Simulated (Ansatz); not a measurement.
This script makes relaxations under a series of pressures of Si, space group I4/mmm with the Ansatz DFT code, driven from Python.

The script, `compress.py`:
```python
# -*- coding: utf-8 -*-
"""Cell of Si under pressure."""

import warnings

import ansatz as az
import numpy as np

def edges_and_angles(cell):
    cell = np.asarray(cell)
    a, b, c = np.linalg.norm(cell, axis=1)
    cosines = cell[1] @ cell[2] / (b * c), cell[0] @ cell[2] / (a * c), cell[0] @ cell[1] / (a * b)
    return (a, b, c, *np.degrees(np.arccos(cosines)))

warnings.simplefilter("ignore", az.DeckWarning)

si = (
    az.Lattice.from_parameters(2.65273, 2.65273, 2.65273, alpha=104.34323, beta=104.34323, gamma=120.3008)
    .atom("Si", [0.0, 0.0, 0.0])
)

base = si.calculation()
base = base.kpoints(14, 14, 14, center="gamma")
base = base.basis(35 * az.Ry)
base = base.functional("PBE").occupations("methfessel_paxton", width=0.1)

# H = F + PV, with 1 GPa A^3 = 1/160.21766 eV
rows = []
for pressure in [0, 2, 4, 6, 8]:
    result = base.relax(cell=True, pressure=pressure, force_tolerance=0.005).run()
    cell = result.lattice.cell_ang
    n_atoms = len(result.lattice.sites)
    volume = abs(np.linalg.det(cell)) / n_atoms
    enthalpy = result.report["free_energy_ev"] / n_atoms + pressure * volume / 160.21766
    rows.append((pressure, volume, enthalpy, *edges_and_angles(cell)))
    print(f"{pressure} GPa done: {volume:.4f} A^3/atom")

print(" P (GPa)  V (A^3/atom)  H (eV/atom)     a       b       c")
for row in rows:
    print("{:8.1f} {:12.4f} {:14.5f} {:7.4f} {:7.4f} {:7.4f}".format(*row[:6]))
p, v = np.array([row[0] for row in rows], float), np.array([row[1] for row in rows])
print("mean bulk modulus between rows (GPa):", np.round(-np.diff(p) / np.diff(np.log(v)), 1))
```

Its results, one of them left out:

| P (GPa) | relaxed V (Å³/atom) |
| --- | --- |
| 0 | 14.527 |
| 2 | 14.171 |
| 4 | ? |
| 6 | 13.646 |
| 8 | 13.426 |

What volume does the cell relax to at 4 GPa?

Murnaghan's form V = V0 (1 + B' P / B0)^(-1/B') through the 4 rows shown gives V0 = 14.525 Å³, B0 = 74.9 GPa and B' = 7.48, and so 13.887 Å³ an atom at 4 GPa. The run gave 13.891 Å³, 0.03 % away.

Notes:
- At a fixed pressure a relaxation lowers the enthalpy F + PV, while F alone can rise.
- This isn't the structure that Si takes at ambient conditions.
- Symmetry holds the cell in this phase, whether or not it is the stable one at each pressure.
- The whole script took 33 s on 1 thread of Intel(R) Xeon(R) Processor @ 2.30GHz, on a shared host, peak memory 0.51 GiB.
